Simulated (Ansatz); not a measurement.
Putting H into Be

These are results of DFT PBE, scalar-relativistic, plane waves, PAW (Ansatz 0.2.0), not measurements.

Cutoff 420 eV; k points 18×18×10 on the computed 2-atom cell (Γ-centred); Gaussian smearing, width 0.10 eV; no spin polarisation for the host; each changed cell takes a mesh and smearing chosen by its own gap and starts from the host's moments or customary ones, or runs without spin. Cells and atoms are relaxed to the nearest stationary point that keeps the symmetry of their start (forces under 0.02 to 0.04 eV/Å, stress under 0.1 to 0.2 GPa); energies are at zero smearing, without zero-point or thermal terms.

Relaxed host (gap on the mesh 0 eV):

```yaml
crystal:
  lattice:
    - [2.26018, 0.00000, 0.00000]
    - [-1.13009, 1.95737, 0.00000]
    - [0.00000, 0.00000, 3.57313]
  atoms:
    - { symbol: Be, position: [0.33333, 0.66667, 0.25000] }
    - { symbol: Be, position: [0.66667, 0.33333, 0.75000] }
```

Cases: (1) 2 H in a 1×1×1 repeat of the cell, at (0.000 0.000 0.500), (0.000 0.000 0.000) in fractions of that repeat, 1.58 Å from the nearest atom of the relaxed host; (2) 2 H in a 1×1×1 repeat of the cell, at (0.667 0.333 0.250), (0.333 0.667 0.750) in fractions of that repeat, 1.30 Å from the nearest atom of the relaxed host; (3) 1 H in a 2×2×1 repeat of the cell, at (0.000 0.000 0.500) in fractions of that repeat, 1.58 Å from the nearest atom of the relaxed host; (4) 1 H in a 2×2×1 repeat of the cell, at (0.333 0.167 0.250) in fractions of that repeat, 1.30 Å from the nearest atom of the relaxed host.

The table gives the energy per H taken from half an H2 molecule (negative: uptake is favourable), the swelling and the final surroundings.

| case | formula | energy per H (eV) | ΔV (%) | principal strains (%) | nearest host atoms of the first H |
| --- | --- | --- | --- | --- | --- |
| 1 | BeH | 1.02 | +42.5 | +18.4 +18.4 +1.7 | 6 (Be) from 1.79 Å |
| 2 | BeH | 1.26 | +55.8 | +21.2 +21.2 +6.1 | 3 (Be) from 1.58 Å |
| 3 | Be8H | 1.95 | +6.6 | +3.4 +3.4 -0.3 | 6 (Be) from 1.67 Å |
| 4 | Be8H | 1.85 | +7.6 | +3.9 +3.9 -0.3 | 3 (Be) from 1.48 Å |

Each ion keeps what symmetry its start has, so a lower place off a symmetric site can be missed, above all for H.

Relaxed structure of case 1, the lowest per ion:

```xyz
4
Lattice="2.6757 0.0000 0.0000 -1.3379 2.3173 0.0000 0.0000 0.0000 3.6322" Properties=species:S:1:pos:R:3 pbc="T T T"
Be    0.0000    1.5448    0.9081
Be    1.3379    0.7724    2.7242
H     0.0000    0.0000    1.8161
H     0.0000    0.0000    0.0000
```

In BeH a bond of the host changes by more than 0.6 Å or the volume by a third: the framework has rearranged or swollen or shrunk strongly, and the figure may no longer describe a topotactic step.

Cost: 5 runs of about 0.89 core-minutes in all, on Intel Xeon Platinum 8375C (Ice Lake) (shared hosts).